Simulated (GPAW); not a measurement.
Mg:

```
Mg
1.0
     0.00000    2.24426    2.24426
     2.24426    0.00000    2.24426
     2.24426    2.24426    0.00000
Mg
1
Direct
  0.00000 0.00000 0.00000
```

This isn't the form of Mg at room conditions, which is hcp.

Base run:

```yaml
Program: GPAW 26.7.0
Functional: PBEsol
Potentials_or_basis: PAW data sets generated in the run's folder for this functional
Cutoff: 800 eV
Basis: pw
k_mesh: 10 × 10 × 10
Occupations: gaussian, width 0.05 eV
Spin: no spin polarisation
```

Its results: band gap on the k mesh none (metal or under the smearing width); pressure 0.1 GPa.

Question: The run is repeated on the same cell with these changes: functional from PBEsol to LDA; potentials or basis from PAW data sets generated in the run's folder for this functional to the program's PAW data sets (release 1.2.1) made for this functional. What comes out?

Answer: Band gap on the k mesh none (metal or under the smearing width); pressure -1.4 GPa.

Not every run made on this cell is shown here.
